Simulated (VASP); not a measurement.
A calculation with VASP 6.6.1 of SnTe (native input, structure from a POSCAR):

The input INCAR:

```
SYSTEM = SnTe
PREC = Accurate
ENCUT = 520
EDIFF = 1E-6
ISMEAR = 0
SIGMA = 0.02
LREAL = .FALSE.
LASPH = .TRUE.
NELM = 80
ALGO = Fast
ISIF = 2
LWAVE = .FALSE.
LCHARG = .FALSE.
GGA = PE
```

The input KPOINTS:

```
regular mesh
0
G
  7 7 7
  0 0 0
```

POSCAR

```
SnTe
1.0
    0.0000000000      3.1508500000      3.1508500000
    3.1508500000      0.0000000000      3.1508500000
    3.1508500000      3.1508500000      0.0000000000
Te Sn
1 1
Cartesian
    3.1508500000      3.1508500000      3.1508500000
    0.0000000000      0.0000000000      0.0000000000
```

Potentials or basis: VASP PAW PBE potentials, release 64 (Te, Sn_d).

The run is started by

```sh
$ cat potpaw_PBE.64/Te/POTCAR potpaw_PBE.64/Sn_d/POTCAR > POTCAR
$ mpirun -np 1 vasp_std > vasp.out
```

Question: Write the same calculation in another form: ASE script, structure typed inline.

Answer: As run:

run.py

```python
from ase import Atoms
from ase.calculators.vasp import Vasp
from ase.dft.bandgap import bandgap

atoms = Atoms(
    ['Te', 'Sn'],
    cell=[[0.0, 3.15085, 3.15085], [3.15085, 0.0, 3.15085], [3.15085, 3.15085, 0.0]],
    scaled_positions=[[0.5, 0.5, 0.5], [0.0, 0.0, 0.0]],
    pbc=True,
)
calc = Vasp(
    directory='calc',
    xc='pbe',
    pp='PBE',
    setups='materialsproject',
    prec='Accurate',
    encut=520,
    ediff=1e-06,
    ismear=0,
    sigma=0.02,
    lreal=False,
    lasph=True,
    nelm=80,
    algo='Normal',
    isif=2,
    lwave=False,
    lcharg=False,
    kpts=[7, 7, 7],
    gamma=True,
)
atoms.calc = calc

print('energy (eV):', atoms.get_potential_energy())
print('free energy (eV):', atoms.get_potential_energy(force_consistent=True))
print('forces (eV/A):')
print(atoms.get_forces())
print('stress (eV/A^3, Voigt):', atoms.get_stress())
print('Fermi level (eV):', calc.get_fermi_level())
gap, top, bottom = bandgap(calc)
print('band gap (eV):', gap, 'from (spin, k, band)', top, 'to', bottom)
```

Potentials or basis: VASP PAW PBE potentials, release 64 (Te, Sn_d).

The run is started by

```console
$ python run.py
```

Both were run:

|  | native input, structure from a POSCAR | ASE script, structure typed inline |
| --- | --- | --- |
| Pressure | 2.2 GPa | 2.2 GPa |

Keys that steer only the numerical path or the files written may differ.

Caveat: this odd mesh misses L, where the gap lies, so gap, dielectric constants and Born charges aren't listed.
